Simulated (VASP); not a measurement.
A run of VASP 6.6.1 is set up as follows.

Contents of INCAR:

```
SYSTEM = W
  PREC = Accurate
  ENCUT = 600
  EDIFF = 1E-6
  ISMEAR = 1
  SIGMA = 0.1
  LREAL = .FALSE.
  LASPH = .TRUE.
  NELM = 80
  ALGO = Normal
  ISIF = 3
  LWAVE = .FALSE.
  LCHARG = .FALSE.
  METAGGA = MS2
  LMIXTAU = .TRUE.
  IBRION = 2
  NSW = 60
  EDIFFG = -0.01
```

KPOINTS

```
Automatic mesh
0
G
  12 12 12
  0 0 0
```

POSCAR

```
W
1.0
   -1.5823450000      1.5823450000      1.5823450000
    1.5823450000     -1.5823450000      1.5823450000
    1.5823450000      1.5823450000     -1.5823450000
W
1
Direct
    0.0000000000      0.0000000000      0.0000000000
```

Potentials or basis: VASP PAW PBE potentials, release 64 (W_sv).

The run is started by

```console
$ cat potpaw_PBE.64/W_sv/POTCAR > POTCAR
$ mpirun -np 1 vasp_std > vasp.out
```

(1) What does it give for the space group after relaxing (to 0.05 Å)?

(2) Predict the relaxed volume.

## Answers

(1) Im-3m (No. 229).

(2) 15.75 Å³/atom.

Caveat: the PAW data sets were made with another functional, which shifts forces and pressure a little.
